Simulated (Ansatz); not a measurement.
# SrO (Fm-3m) in Ansatz: notebook

One crystal, SrO, is run at these levels: PBE; tasks: single point.

All numbers are computed with Ansatz 0.2.0; they aren't measurements. Logs are shortened: lines on timing, memory, paths and dates and some standing lists are left out, and cuts for length are marked.

## (1) The crystal as given

The structure is cubic, space group Fm-3m (No. 225). Conventional cell: a = 5.133 Å, b = 5.133 Å, c = 5.133 Å, α = 90.00°, β = 90.00°, γ = 90.00°. Around Sr (site symmetry m-3m) lie 6 O at 2.57 Å. Around O (site symmetry m-3m) lie 6 Sr at 2.57 Å.

## (2) Single point, PBE, 15.89 Å³/atom (volume scaled by 0.94)

input.yaml reads:

```yaml
crystal:
  lattice:
    - [0.0, 2.5139118308, 2.5139118308]
    - [2.5139118308, 0.0, 2.5139118308]
    - [2.5139118308, 2.5139118308, 0.0]
  atoms:
    - { symbol: Sr, position: [0.5, 0.5, 0.5] }
    - { symbol: O, position: [0.0, 0.0, 0.0] }
kpoints:
  mp_grid: { grid: [9, 9, 9] }
scf:
  occupations: { method: fermi_dirac, width: 0.05 }
hamiltonian:
  xc: pbe
  pseudopotentials: { kind: all_electron, lapw: { basis_error: 0.0005 } }
output:
  forces: true
  stress: true
  eigenvalues: true
```

Potentials or basis: all-electron LAPW, scalar-relativistic.

Run with:

```console
ansatz run input.yaml --threads 1 --pin off --max-ram 3072MiB --backend cpu --events-out ev --progress --plain --runs-dir out
```

What it wrote:

```text
Warning: RAYON_NUM_THREADS=1 ignored (pool sized by the plan → 1); use --threads N
LAPW: plane waves up to 8.022 Å⁻¹, error target 5.0e-4 eV per atom; small_component_spin mean_spin; O in spheres of 1.217 Å, 6 of its electrons in bands, Dirac shells []; Sr in spheres of 1.297 Å, 28 of its electrons in bands, Dirac shells [] (how accurate: hamiltonian.pseudopotentials.lapw.basis_error, Limitations)
Engine: ansatz 0.2.0, aarch64-unknown-linux-gnu
Pseudopotentials: kind: all_electron
Pseudopotential: Sr, LAPW, valence charge 28, lapw/all_electron/scalar/gaussian/Sr, Koelling and Harmon's equation, gaussian nucleus
Pseudopotential: O, LAPW, valence charge 6, lapw/all_electron/scalar/gaussian/O, Koelling and Harmon's equation, gaussian nucleus
Functional definition: PBE
  parameter kappa = 0.804
  parameter beta = 0.06672455060314922
  exchange = pbe_x(kappa = kappa, mu = beta*pi^2/3)
  correlation = pbe_c(beta = beta)
Crystal: 2 atoms, lattice volume = 31.775 Å³
Basis set: ecut = 245.18837485184773 eV, 283 PW (Γ), exchange–correlation at level 2
Bands: 21, of which v1, the nominal top of the filled ones, is band 17 counted from 1 (16 counted from 0)
Symmetry: 48 space group operations
Space group: Fm-3m (ITA 225), of the structure as read, at distance tolerance 3.2e-5 Å
k-points: 35 of 729
Non-local potential: Sr, projectors of the file, none
Non-local potential: O, projectors of the file, none
Initial density: superposition of atomic densities (chi_scale 0.1, normalization cell, long waves kept (reshape's long-wave potential 0.00 eV rms))
Initial wavefunctions: plane waves of lowest kinetic energy (no species holds an atomic orbital)
Functional: x = pbe(κ = 0.804, μ = 0.2195149727645171), c = pbe(β = 0.06672455060314922)
iter 1 solved again at ethr=7.86e-3 eV; its pass at ethr=1.00e-1 eV (dr2=2.67e0 eV) is discarded
SCF iter   1: F=—  HF=-88572.500225 eV  |F-HF|=—  |Δ(HF+E_count)|=         —  Δρ=7.59e-2  dr2=2.67e0  ethr=7.86e-3  ⟨swp⟩=2.0  Hψ=4557  notcnv=0
preconditioner: auto → none  [insulator: Δε(μ)=6.339 eV  Ē_g=17.633 eV  σ=0.050 eV  W_gap=1.00  n_scr=14 (ndim 8)  ℏωp=24.6 eV  f_vac=0.000  D(μ)=0.00/eV (n_scr^D=0)  ε∞_Penn≈3.0]
SCF iter   2: F=—  HF=-88571.671607 eV  |F-HF|=—  |Δ(HF+E_count)|=   8.29e-1  Δρ=3.89e-2  dr2=6.58e-1  ethr=7.86e-3  ⟨swp⟩=3.0  Hψ=2386  notcnv=0
SCF iter   3: F=—  HF=-88570.381302 eV  |F-HF|=—  |Δ(HF+E_count)|=    1.29e0  Δρ=1.91e-2  dr2=1.70e-1  ethr=1.93e-3  ⟨swp⟩=3.0  Hψ=2355  notcnv=0
SCF iter   4: F=—  HF=-88570.428859 eV  |F-HF|=—  |Δ(HF+E_count)|=         —  Δρ=1.61e-2  dr2=1.26e-1  ethr=5.01e-4  ⟨swp⟩=3.0  Hψ=2459  notcnv=0
the basis was enlarged: its passes take 126.4 KiB over the memory plan, 1 of 1 planned eigensolver slots
SCF iter   5: F=—  HF=-88570.369038 eV  |F-HF|=—  |Δ(HF+E_count)|=   5.98e-2  Δρ=5.89e-3  dr2=1.69e-2  ethr=3.70e-4  ⟨swp⟩=2.0  Hψ=2108  notcnv=0
iter 6 solved again at ethr=1.23e-7 eV; its pass at ethr=4.96e-5 eV (dr2=4.18e-5 eV) is discarded
SCF iter   6: F=—  HF=-88570.359955 eV  |F-HF|=—  |Δ(HF+E_count)|=   9.08e-3  Δρ=2.90e-4  dr2=4.18e-5  ethr=1.23e-7  ⟨swp⟩=3.0  Hψ=3774  notcnv=0
SCF iter   7: F=—  HF=-88570.359905 eV  |F-HF|=—  |Δ(HF+E_count)|=   4.94e-5  Δρ=8.41e-5  dr2=3.44e-6  ethr=1.23e-7  ⟨swp⟩=2.0  Hψ=2100  notcnv=0
SCF iter   8: F=-88570.359933 eV  HF=-88570.359933 eV  |F-HF|=2.10e-9  |Δ(HF+E_count)|=   2.78e-5  Δρ=5.67e-6  dr2=1.29e-8  ethr=1.01e-8  ⟨swp⟩=2.1  Hψ=2105  notcnv=0
SCF 1 converged in 8 iterations: F = -88570.359933 eV  dr2 = 1.29e-8
SCF converged after 8 iterations
Free energy (F): -88570.359933 eV
Harris-Foulkes:  -88570.359933 eV  (|F-HF|=2.10e-9)
Internal energy: -88570.359933 eV  (E = F + TS)
E sigma→0 (E₀):  -88570.359933 eV
Fermi energy:    11.970840 eV
--- Per-component energies (eV) ---
  E_band       = -3149.041730
  E_kinetic    = 91139.876131
  E_xc         = -3099.597011
  E_electrostatic = -176610.639054  (all electrons and nuclei)
  E_smearing   = -0.000000  (= −TS)
  E_closure    = 0.000000  (closes the sum)
  E_atoms      = -88558.394032  (free atoms, spherical and without spin; not in F)
  Σ components = -88570.359933   (vs F -88570.359933, Δ=0.00e0)
  Basis errors (estimates in eV, not in F): energy 2.1e-4 per atom: plane waves 1.9e-4 (9.9e-5 summed), levels above the bands 2.2e-63, relativity 2.8e-8, radial functions 1.3e-5, core shells 4.8e-8; eigenvalues (radial functions only) 6.0e-6; not estimated: angular momenta, meshes, grids; target (lapw.basis_error) 5.0e-4; muffin-tin radii O 1.217 Å, Sr 1.297 Å
--- Forces (eV/Å), atoms counted from 1 ---
  atom   1  Sr     0.00000000    -0.00000000     0.00000000
  atom   2  O     -0.00000000    -0.00000000    -0.00000000
  max |Σ_I F_I| component: 1.85e-30 eV/Å
--- Stress (GPa, compression-positive) ---
       10.345978       0.000000      -0.000000
        0.000000      10.345978      -0.000000
       -0.000000      -0.000000      10.345978
  P = ⅓ Tr σ = 10.3460 GPa (103.460 kbar)
--- Band table (eV; the first three rows and the last of 35) ---
  k-point 0: bands = ["-314.0450", "-236.4150", "-236.4150", "-236.4150", "-108.3610", "-108.3610", "-108.3610", "-108.3565", "-108.3565", "-21.8033", "-4.8638", "-3.3604", "-3.3604", "-3.3604", "10.2753", "10.2753", "10.2753", "14.7928", "16.6839", "16.6839", "16.6839"]
  k-point 1: bands = ["-314.0450", "-236.4150", "-236.4150", "-236.4150", "-108.3610", "-108.3610", "-108.3610", "-108.3565", "-108.3565", "-21.7820", "-5.1640", "-3.3717", "-3.3717", "-3.1115", "9.8988", "10.1006", "10.1006", "15.3728", "16.5427", "16.9424", "16.9424"]
  k-point 2: bands = ["-314.0450", "-236.4150", "-236.4150", "-236.4150", "-108.3610", "-108.3610", "-108.3610", "-108.3565", "-108.3565", "-21.7274", "-5.7146", "-3.4000", "-3.4000", "-2.6911", "9.1423", "9.7002", "9.7002", "16.4467", "16.7154", "17.6655", "17.6655"]
  k-point 34: bands = ["-314.0450", "-236.4150", "-236.4150", "-236.4150", "-108.3610", "-108.3610", "-108.3610", "-108.3565", "-108.3565", "-21.5648", "-5.6643", "-4.1315", "-4.1156", "-2.8010", "9.0640", "9.8203", "9.9498", "16.0215", "17.1284", "19.5212", "21.7038"]
```

It took 11 s on 1 thread of Arm Neoverse N1, shared host; peak memory 0.27 GiB.

What came out:

- Free energy: -88570.3599 eV
- Pressure: 10.3 GPa
- Band gap on the k mesh: 3.33 eV, indirect (least direct gap 3.36 eV)

Caveat: an odd mesh through Γ misses points on the zone boundary, where band edges often lie.

## (3) Single point, PBE, 16.23 Å³/atom (volume scaled by 0.96)

input.yaml: that of step 2 with these lines changed.

```diff
@@ -2,5 +2,5 @@
   lattice:
-    - [0.0, 2.5139118308, 2.5139118308]
-    - [2.5139118308, 0.0, 2.5139118308]
-    - [2.5139118308, 2.5139118308, 0.0]
+    - [0.0, 2.5316160185, 2.5316160185]
+    - [2.5316160185, 0.0, 2.5316160185]
+    - [2.5316160185, 2.5316160185, 0.0]
   atoms:
```

Potentials or basis: all-electron LAPW, scalar-relativistic.

Run with:

```console
ansatz run input.yaml --threads 1 --pin off --max-ram 3072MiB --backend cpu --events-out ev --progress --plain --runs-dir out
```

It took 11 s on 1 thread of Arm Neoverse N1, shared host; peak memory 0.27 GiB.

Results (log left out):

```yaml
Free_energy: -88570.3980 eV
Pressure: 7.7 GPa
Band_gap_on_the_k_mesh: 3.34 eV, indirect (least direct gap 3.40 eV)
```

Caveat: an odd mesh through Γ misses points on the zone boundary, where band edges often lie.

## (4) Single point, PBE, 16.56 Å³/atom (volume scaled by 0.98)

input.yaml: that of step 3 with these lines changed.

```diff
@@ -2,5 +2,5 @@
   lattice:
-    - [0.0, 2.5316160185, 2.5316160185]
-    - [2.5316160185, 0.0, 2.5316160185]
-    - [2.5316160185, 2.5316160185, 0.0]
+    - [0.0, 2.5490759911, 2.5490759911]
+    - [2.5490759911, 0.0, 2.5490759911]
+    - [2.5490759911, 2.5490759911, 0.0]
   atoms:
```

Run with:

```console
ansatz run input.yaml --threads 1 --pin off --max-ram 3072MiB --backend cpu --events-out ev --progress --plain --runs-dir out
```

It took 11 s on 1 thread of Arm Neoverse N1, shared host; peak memory 0.27 GiB.

Results (log left out):

| Item | Value |
| --- | --- |
| Free energy | -88570.4257 eV |
| Pressure | 5.4 GPa |
| Band gap on the k mesh | 3.36 eV, indirect (least direct gap 3.42 eV) |

Caveat: an odd mesh through Γ misses points on the zone boundary, where band edges often lie.

## (5) Single point, PBE, 16.90 Å³/atom

input.yaml: that of step 4 with these lines changed.

```diff
@@ -2,5 +2,5 @@
   lattice:
-    - [0.0, 2.5490759911, 2.5490759911]
-    - [2.5490759911, 0.0, 2.5490759911]
-    - [2.5490759911, 2.5490759911, 0.0]
+    - [0.0, 2.5663, 2.5663]
+    - [2.5663, 0.0, 2.5663]
+    - [2.5663, 2.5663, 0.0]
   atoms:
```

Run with:

```console
ansatz run input.yaml --threads 1 --pin off --max-ram 3072MiB --backend cpu --events-out ev --progress --plain --runs-dir out
```

Run time: 10 s. Hardware: 1 thread of Arm Neoverse N1, shared host; peak memory 0.27 GiB.

Results (log left out):

- Free energy: -88570.4441 eV
- Pressure: 3.3 GPa
- Band gap on the k mesh: 3.37 eV, indirect (least direct gap 3.45 eV)

Caveat: an odd mesh through Γ misses points on the zone boundary, where band edges often lie.

## (6) Single point, PBE, 17.24 Å³/atom (volume scaled by 1.02)

input.yaml: that of step 5 with these lines changed.

```diff
@@ -2,5 +2,5 @@
   lattice:
-    - [0.0, 2.5663, 2.5663]
-    - [2.5663, 0.0, 2.5663]
-    - [2.5663, 2.5663, 0.0]
+    - [0.0, 2.5832958595, 2.5832958595]
+    - [2.5832958595, 0.0, 2.5832958595]
+    - [2.5832958595, 2.5832958595, 0.0]
   atoms:
```

Potentials or basis: all-electron LAPW, scalar-relativistic.

Run with:

```console
ansatz run input.yaml --threads 1 --pin off --max-ram 3072MiB --backend cpu --events-out ev --progress --plain --runs-dir out
```

Wall time 10 s (1 thread of Arm Neoverse N1, shared host); peak memory 0.27 GiB.

The run converged. Its results:

```
Free energy            : -88570.4541 eV
Pressure               : 1.4 GPa
Band gap on the k mesh : 3.38 eV, indirect (least direct gap 3.47 eV)
```

Caveat: an odd mesh through Γ misses points on the zone boundary, where band edges often lie.

## (7) Single point, PBE, 17.58 Å³/atom (volume scaled by 1.04)

input.yaml: that of step 6 with these lines changed.

```diff
@@ -2,5 +2,5 @@
   lattice:
-    - [0.0, 2.5832958595, 2.5832958595]
-    - [2.5832958595, 0.0, 2.5832958595]
-    - [2.5832958595, 2.5832958595, 0.0]
+    - [0.0, 2.600070978, 2.600070978]
+    - [2.600070978, 0.0, 2.600070978]
+    - [2.600070978, 2.600070978, 0.0]
   atoms:
```

Run with:

```console
ansatz run input.yaml --threads 1 --pin off --max-ram 3072MiB --backend cpu --events-out ev --progress --plain --runs-dir out
```

Wall time 10 s (1 thread of Arm Neoverse N1, shared host); peak memory 0.27 GiB.

Results (log left out):

| Quantity | Value |
| --- | --- |
| Free energy | -88570.4565 eV |
| Pressure | -0.3 GPa |
| Band gap on the k mesh | 3.38 eV, indirect (least direct gap 3.49 eV) |

Caveat: an odd mesh through Γ misses points on the zone boundary, where band edges often lie.

## (8) Single point, PBE, 17.92 Å³/atom (volume scaled by 1.06)

input.yaml: that of step 7 with these lines changed.

```diff
@@ -2,5 +2,5 @@
   lattice:
-    - [0.0, 2.600070978, 2.600070978]
-    - [2.600070978, 0.0, 2.600070978]
-    - [2.600070978, 2.600070978, 0.0]
+    - [0.0, 2.6166323862, 2.6166323862]
+    - [2.6166323862, 0.0, 2.6166323862]
+    - [2.6166323862, 2.6166323862, 0.0]
   atoms:
```

Run with:

```console
ansatz run input.yaml --threads 1 --pin off --max-ram 3072MiB --backend cpu --events-out ev --progress --plain --runs-dir out
```

Run time: 10 s. Hardware: 1 thread of Arm Neoverse N1, shared host; peak memory 0.27 GiB.

Results (log left out):

| Item | Value |
| --- | --- |
| Free energy | -88570.4522 eV |
| Pressure | -1.8 GPa |
| Band gap on the k mesh | 3.39 eV, indirect (least direct gap 3.50 eV) |

Caveat: an odd mesh through Γ misses points on the zone boundary, where band edges often lie.
